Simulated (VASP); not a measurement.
# Ge (I4_1/amd) in VASP: a series of runs

Runs on Ge. Level: PBEsol. Tasks: relaxation of cell and atoms.

Program: VASP 6.6.1. These are calculated values, not measurements. Logs are shortened: lines on timing, memory, paths and dates and some standing lists are left out, and cuts for length are marked.

## Step 1: The crystal as given

The structure is tetragonal, space group I4_1/amd (No. 141). Conventional cell: a = 5.149 Å, b = 5.149 Å, c = 2.795 Å, α = 90.00°, β = 90.00°, γ = 90.00°. Ge (site symmetry -4m2) is surrounded by 6 Ge at 2.67 to 2.79 Å.

This isn't the form of Ge at room conditions, which is diamond.

## Step 2: Relaxation of cell and atoms, PBEsol, target pressure 13.3 GPa, at which the enthalpy is minimised

The input, INCAR:

```
SYSTEM = Ge
ALGO = Fast
EDIFF = 1E-7
EDIFFG = -0.002
ENCUT = 520
GGA = PS
IBRION = 2
ISIF = 3
ISMEAR = 0
LASPH = .TRUE.
LCHARG = .FALSE.
LREAL = .FALSE.
LWAVE = .FALSE.
NELM = 60
NSW = 80
PREC = Accurate
PSTRESS = 133.0
SIGMA = 0.02
```

The input, KPOINTS:

```
k-points
0
G
  2 2 2
  0 0 0
```

The input, POSCAR:

```
Ge
1.0
   -2.5744897200      2.5744897200      1.3974126400
    2.5744897200     -2.5744897200      1.3974126400
    2.5744897200      2.5744897200     -1.3974126400
Ge
2
Direct
    0.2500000000      0.7500000000      0.5000000000
    0.5000000000      0.5000000000      0.0000000000
```

Potentials or basis: VASP PAW PBE potentials, release 64 (Ge_d).

The run is started by

```sh
> cat potpaw_PBE.64/Ge_d/POTCAR > POTCAR
> mpirun -np 1 vasp_std > vasp.out
```

OUTCAR:

```text
SYSTEM = Ge
   EDIFF = 1E-7
   EDIFFG = -0.002
   ENCUT = 520
   GGA = PS
   IBRION = 2
   ISIF = 3
   ISMEAR = 0
   LASPH = .TRUE.
   LREAL = .FALSE.
   NELM = 60
   NSW = 80
   PREC = Accurate
   PSTRESS = 133.0

 ion  position               nearest neighbor table
   1  0.250  0.750  0.500-   2 2.67   2 2.67   2 2.67   2 2.67
   2  0.500  0.500  0.000-   1 2.67   1 2.67   1 2.67   1 2.67

  LATTYP: Found a body centered tetragonal cell.
 ALAT       =     5.1489794400
 C/A-ratio  =     0.5427920839

  Lattice vectors:

 A1 = (  -2.5744897200,   2.5744897200,   1.3974126400)
 A2 = (   2.5744897200,  -2.5744897200,   1.3974126400)
 A3 = (   2.5744897200,   2.5744897200,  -1.3974126400)

Analysis of symmetry for initial positions (statically):
=====================================================================
 Subroutine PRICEL returns:
 Original cell was already a primitive cell.

 Routine SETGRP: Setting up the symmetry group for a
 body centered tetragonal supercell.

 Subroutine GETGRP returns: Found 16 space group operations
 (whereof  8 operations were pure point group operations)
 out of a pool of 16 trial point group operations.

The static configuration has the point symmetry D_2d.
 The point group associated with its full space group is D_4h.

Analysis of symmetry for dynamics (positions and initial velocities):
=====================================================================
 Subroutine PRICEL returns:
 Original cell was already a primitive cell.

 Routine SETGRP: Setting up the symmetry group for a
 body centered tetragonal supercell.

 Subroutine GETGRP returns: Found 16 space group operations
 (whereof  8 operations were pure point group operations)
 out of a pool of 16 trial point group operations.

The dynamic configuration has the point symmetry D_2d.
 The point group associated with its full space group is D_4h.

 Subroutine INISYM returns: Found 16 space group operations
 (whereof  8 operations are pure point group operations),
 and found     1 'primitive' translations

----------------------------------------------------------------------------------------

                                     Primitive cell

  volume of cell :      37.0482

  direct lattice vectors                    reciprocal lattice vectors
    -2.574489720  2.574489720  1.397412640     0.000000000  0.194213244  0.357804120
     2.574489720 -2.574489720  1.397412640     0.194213244  0.000000000  0.357804120
     2.574489720  2.574489720 -1.397412640     0.194213244  0.194213244  0.000000000

  length of vectors
     3.899840602  3.899840602  3.899840602     0.407114938  0.407114938  0.274659004

  position of ions in fractional coordinates (direct lattice)
     0.250000000  0.750000000  0.500000000
     0.500000000  0.500000000  0.000000000

  ion indices of the primitive-cell ions
   primitive index   ion index
                 1           1
                 2           2

----------------------------------------------------------------------------------------

 KPOINTS: k-points

Automatic generation of k-mesh.
 Grid dimensions read from file:
 generate k-points for:    2    2    2

 Generating k-lattice:

  Cartesian coordinates                     Fractional coordinates (reciprocal lattice)
     0.000000000  0.097106622  0.178902060     0.500000000  0.000000000  0.000000000
     0.097106622  0.000000000  0.178902060     0.000000000  0.500000000  0.000000000
     0.097106622  0.097106622  0.000000000     0.000000000  0.000000000  0.500000000

  Length of vectors
     0.203557469  0.203557469  0.137329502

  Shift w.r.t. Gamma in fractional coordinates (k-lattice)
     0.000000000  0.000000000  0.000000000

 Subroutine IBZKPT returns following result:
 ===========================================

 Found      4 irreducible k-points:

 Following reciprocal coordinates:
            Coordinates               Weight
  0.000000  0.000000  0.000000      1.000000
  0.500000  0.000000 -0.000000      4.000000
  0.500000  0.500000 -0.000000      2.000000
  0.500000  0.500000  0.500000      1.000000
   k-points           NKPTS =      4   k-points in BZ     NKDIM =      4   number of bands    NBANDS=     18
   number of dos      NEDOS =    301   number of ions     NIONS =      2
   total plane-waves  NPLWV =  27000
   dimension x,y,z NGX =    30 NGY =   30 NGZ =   30
   dimension x,y,z NGXF=    60 NGYF=   60 NGZF=   60
   ions per type =               2
   NGX,Y,Z   is equivalent  to a cutoff of  12.79, 12.79, 12.79 a.u.
   NGXF,Y,Z  is equivalent  to a cutoff of  25.58, 25.58, 25.58 a.u.
 SYSTEM =  Ge
   PREC   = accura    normal or accurate (medium, high low for compatibility)
   ISTART =      0    job   : 0-new  1-cont  2-samecut
   ICHARG =      2    charge: 1-file 2-atom 10-const
   ISPIN  =      1    spin polarized calculation?
   LNONCOLLINEAR =      F non collinear calculations
   LSORBIT =      F    spin-orbit coupling
   LASPH  =      T    aspherical Exc in radial PAW
   ENCUT  =  520.0 eV  38.22 Ry    6.18 a.u.   7.25  7.25  7.25*2*pi/ulx,y,z
   NELM   =     60;   NELMIN=  2; NELMDL= -5     # of ELM steps
   EDIFF  = 0.1E-06   stopping-criterion for ELM
   LREAL  =      F    real-space projection
   EDIFFG = -.2E-02   stopping-criterion for IOM
   NSW    =     80    number of steps for IOM
   IBRION =      2    ionic relax: 0-MD 1-quasi-New 2-CG
   NFREE  =      1    steps in history (QN), initial steepest desc. (CG)
   ISIF   =      3    stress and relaxation
   ISYM   =      2    0-nonsym 1-usesym 2-fastsym
   POTIM  = 0.5000    time-step for ionic-motion
   TEBEG  =    0.0;   TEEND  =   0.0 temperature during run
   PSTRESS=  133.0 pullay stress
   NELECT =      28.0000    total number of electrons
   NUPDOWN=      -1.0000    fix difference up-down
   EMIN   =  10.00;   EMAX   =-10.00  energy-range for DOS
   EFERMI =   0.00;   METHOD = LEGACY
   ISMEAR =     0;   SIGMA  =   0.02  broadening in eV -4-tet -1-fermi 0-gaus
   EFERMI_NEDOS =   21; number of points for ismear=-14 and -15
   IALGO  =     68    algorithm
   IMIX   =      4    mixing-type and parameters
     AMIX     =   0.40;   BMIX     =  1.00
     AMIX_MAG =   1.60;   BMIX_MAG =  1.00
  volume/ion in A,a.u.               =      18.52       125.01
  Fermi-wavevector in a.u.,A,eV,Ry     =   1.491209  2.817976 30.255333  2.223704
  Thomas-Fermi vector in A             =   2.603893
   LORBIT       =      0    0 simple, 1 ext, 2 COOP (PROOUT), +10 PAW based schemes
   GGA     = PS    functional components
   LHFCALC =     F    Hartree Fock is set to
   AEXX    =    0.0000 exact exchange contribution
   IVDW    =     0    specifies the selected vdW correction
   LEPSILON=     F    determine dielectric tensor
   LRPA    =     F    only Hartree local field effects (RPA)
 conjugate gradient relaxation of ions
 non-spin polarized calculation
 RMM-DIIS sequential band-by-band and
 Gauss-broadening in eV      SIGMA  =   0.02
  energy-cutoff  :      520.00
  volume of cell :       37.05
 maximum number of plane-waves:      1005
 NGX is ok and might be reduce to    30
   NGX = 15   NGY = 15   NGZ = 15

--------------------------------------- Ionic step        1  -------------------------------------------

 number of electron      28.0000028 magnetization

 Free energy of the ion-electron system (eV)
  ---------------------------------------------------
  ext. energy  EPLUGINS =         0.00000000
  ---------------------------------------------------
  free energy    TOTEN  =       -10.03169857 eV

  energy without entropy =      -10.03169857  energy(sigma->0) =      -10.03169857

------------------------ aborting loop because EDIFF is reached ----------------------------------------

  FORCE on cell =-STRESS in cart. coord.  units (eV):
  Direction    XX          YY          ZZ          XY          YZ          ZX
  --------------------------------------------------------------------------------------
  -------------------------------------------------------------------------------------
  Total        0.4276951      0.4276951      2.5776892      0.0000000      0.0000000      0.0000000
  in kB       18.4960040     18.4960040    111.4741439      0.0000000      0.0000000      0.0000000
  external PRESSURE =     -83.5112827 kB  Pullay stress =     133.0000000 kB
[... 93 lines left out ...]
  FREE ENERGIE OF THE ION-ELECTRON SYSTEM (eV)
  ---------------------------------------------------
  free  energy   TOTEN  =        -9.9157000820 eV

  energy  without entropy=       -9.9157000820  energy(sigma->0) =       -9.91570008

  enthalpy is  TOTEN    =        -7.0458758939 eV   P V=        2.8698241880

[... ionic steps 4 to 8 ...]

--------------------------------------- Ionic step        9  -------------------------------------------

 number of electron      27.9999983 magnetization

------------------------ aborting loop because EDIFF is reached ----------------------------------------

  FORCE on cell =-STRESS in cart. coord.  units (eV):
  Direction    XX          YY          ZZ          XY          YZ          ZX
  --------------------------------------------------------------------------------------
  -------------------------------------------------------------------------------------
  Total        2.8546687      2.8546687      2.8586326      0.0000000      0.0000000      0.0000000
  in kB      132.6284656    132.6284656    132.8126314      0.0000000      0.0000000      0.0000000
  external PRESSURE =      -0.3101458 kB  Pullay stress =     133.0000000 kB
[... 61 lines left out ...]
  enthalpy is  TOTEN    =        -7.0460023422 eV   P V=        2.8621712343

--------------------------------------- Ionic step       11  -------------------------------------------

 number of electron      27.9999983 magnetization

 Free energy of the ion-electron system (eV)
  ---------------------------------------------------
  ext. energy  EPLUGINS =         0.00000000
  ---------------------------------------------------
  free energy    TOTEN  =        -9.90840293 eV

  energy without entropy =       -9.90840293  energy(sigma->0) =       -9.90840293

 E-fermi :   5.9733     XC(G=0): -11.7936

 val. band max:        5.8247330523   @ k =   0.5000   0.0000  -0.0000
 cond. band min:       8.2451925579   @ k =   0.5000   0.5000  -0.0000
 fundamental gap:      2.4204595056
 Fermi energy:         5.9733237515

 k-point     1 :       0.0000    0.0000    0.0000
  band No.  band energies     occupation
      1     -17.1167      2.00000
      2     -17.0303      2.00000
      3     -16.9393      2.00000
      4     -16.8985      2.00000
      5     -16.8174      2.00000
      6     -16.8174      2.00000
[... 10 lines left out ...]
     17      15.8244      0.00000
     18      15.8885      0.00000

 k-point     2 :       0.5000    0.0000   -0.0000
  band No.  band energies     occupation
      1     -17.0425      2.00000
      2     -16.9600      2.00000
      3     -16.9495      2.00000
      4     -16.8943      2.00000
      5     -16.8905      2.00000
      6     -16.8584      2.00000
[... 10 lines left out ...]
     17      11.3751      0.00000
     18      13.5030      0.00000

 k-point     3 :       0.5000    0.5000   -0.0000
  band No.  band energies     occupation
      1     -16.9646      2.00000
      2     -16.9646      2.00000
      3     -16.9548      2.00000
      4     -16.9548      2.00000
      5     -16.9039      2.00000
      6     -16.9039      2.00000
[... 10 lines left out ...]
     17      15.0832      0.00000
     18      15.0832      0.00000

 k-point     4 :       0.5000    0.5000    0.5000
  band No.  band energies     occupation
      1     -16.9903      2.00000
      2     -16.9903      2.00000
      3     -16.8889      2.00000
      4     -16.8889      2.00000
      5     -16.8651      2.00000
      6     -16.8651      2.00000
[... 10 lines left out ...]
     17      19.7929      0.00000
     18      19.7929      0.00000
[... 27 lines left out ...]
  FREE ENERGIE OF THE ION-ELECTRON SYSTEM (eV)
  ---------------------------------------------------
  free  energy   TOTEN  =        -9.9084029283 eV

  energy  without entropy=       -9.9084029283  energy(sigma->0) =       -9.90840293

  enthalpy is  TOTEN    =        -7.0460027044 eV   P V=        2.8624002239

 reached required accuracy - stopping structural energy minimisation
```

Wall time 82 s (1 thread of AMD EPYC 7R13 (Zen 3), shared host); peak memory 0.13 GiB.

What came out:

| Quantity | Value |
| --- | --- |
| Free energy | -9.9084 eV |
| Relaxed volume | 17.24 Å³/atom |
| Relaxed cell | a = 3.789 Å, b = 3.789 Å, c = 3.789 Å, α = 97.70°, β = 97.70°, γ = 137.05° |
| Space group after relaxing (to 0.05 Å) | I4_1/amd (No. 141) |
| Energy change on relaxing (the enthalpy is what falls) | +61.6 meV/atom |
| Ionic steps | 11 |
| Pressure after relaxing | 13.3 GPa |
| Band gap on the k mesh | none (metal or under the smearing width) |

The path:
```csv
step,energy change (eV),largest force (eV/Å),pressure (GPa),volume (Å³)
1,0.0000,0.0000,4.95,37.05
2,0.4341,0.0000,24.97,32.08
3,0.1160,0.0000,12.82,34.57
4,0.1212,0.0000,13.26,34.51
5,0.1281,0.0000,13.57,34.43
6,0.1246,0.0000,13.33,34.47
7,0.1248,0.0000,13.38,34.46
8,0.1220,0.0000,13.18,34.50
9,0.1230,0.0000,13.27,34.48
10,0.1235,0.0000,13.33,34.48
11,0.1233,0.0000,13.30,34.48
```

Final structure:
```xyz
2
Lattice="-2.4929 2.4929 1.3871 2.4929 -2.4929 1.3871 2.4929 2.4929 -1.3871" Properties=species:S:1:pos:R:3 pbc="T T T"
Ge    2.4929    0.0000    0.6936
Ge    0.0000    0.0000    1.3871
```

Caveat: the k mesh is coarse (spacing up to 1.28 Å⁻¹), so the values aren't converged; the cell is relaxed towards a set pressure, so the enthalpy falls and the energy may rise; the PAW data sets were made with another functional, which shifts forces and pressure a little.

## Step 3: Relaxation of cell and atoms, PBEsol, target pressure 13.3 GPa, at which the enthalpy is minimised

This run uses another cell than the first one, of 17.24 Å³/atom, 0.931 times its volume.

INCAR is that of step 2.

KPOINTS is that of step 2.

The input, POSCAR:

```
Ge                                      
1.0
   -2.4929218939      2.4929218939      1.3871133891
    2.4929218939     -2.4929218939      1.3871133891
    2.4929218939      2.4929218939     -1.3871133891
  Ge            
     2
Direct
     0.2500000000000000    0.7500000000000000    0.5000000000000000
     0.5000000000000000    0.5000000000000000    0.0000000000000000
```

Potentials or basis: VASP PAW PBE potentials, release 64 (Ge_d).

The run is started by

```sh
> cat potpaw_PBE.64/Ge_d/POTCAR > POTCAR
> mpirun -np 1 vasp_std > vasp.out
```

Run time: 16 s. Hardware: 1 thread of AMD EPYC 7R13 (Zen 3), shared host; peak memory 0.12 GiB.

Results (log left out):

```yaml
Free_energy: -9.9081 eV
Energy_change_on_relaxing_the_enthalpy_is_what_falls: -0.1 meV/atom
Ionic_steps: 5
Pressure_after_relaxing: 13.3 GPa
Band_gap_on_the_k_mesh: none (metal or under the smearing width)
```

Step by step:
```tsv
step	energy change (eV)	largest force (eV/Å)	pressure (GPa)	volume (Å³)
1	0.0000	0.0000	13.32	34.48
2	-0.0009	0.0000	13.12	34.49
3	-0.0001	0.0000	13.35	34.48
4	-0.0003	0.0000	13.24	34.48
5	-0.0002	0.0000	13.31	34.48
```

Final structure:
```cif
data_structure
_symmetry_space_group_name_H-M 'P 1'
_symmetry_Int_Tables_number 1
_cell_length_a 3.7887
_cell_length_b 3.7887
_cell_length_c 3.7887
_cell_angle_alpha 97.704
_cell_angle_beta 97.704
_cell_angle_gamma 137.045
_cell_volume 34.48
loop_
_atom_site_label
_atom_site_type_symbol
_atom_site_fract_x
_atom_site_fract_y
_atom_site_fract_z
_atom_site_occupancy
Ge1 Ge 0.25000 0.75000 0.50000 1
Ge2 Ge 0.50000 0.50000 0.00000 1
```

Levels at points of the mesh, in eV from the Fermi level:
| k point | band 11 | band 12 | band 13 | band 14 | band 15 | band 16 | band 17 | band 18 |
| --- | --- | --- | --- | --- | --- | --- | --- | --- |
| (0.00, 0.00, 0.00) | -12.39 | -1.82 | -0.90 | -0.90 | 4.64 | 9.85 | 9.87 | 9.96 |
| (0.50, 0.00, 0.00) | -6.88 | -5.24 | -0.88 | -0.44 | -0.15 | 3.83 | 5.40 | 7.53 |
| (0.50, 0.50, 0.00) | -9.41 | -9.41 | 2.27 | 2.27 | 3.91 | 3.91 | 9.11 | 9.11 |
| (0.50, 0.50, 0.50) | -7.36 | -7.36 | -4.89 | -4.89 | 7.49 | 7.49 | 13.82 | 13.82 |

Caveat: the k mesh is coarse (spacing up to 1.30 Å⁻¹), so the values aren't converged; the cell is relaxed towards a set pressure, so the enthalpy falls and the energy may rise; the PAW data sets were made with another functional, which shifts forces and pressure a little.
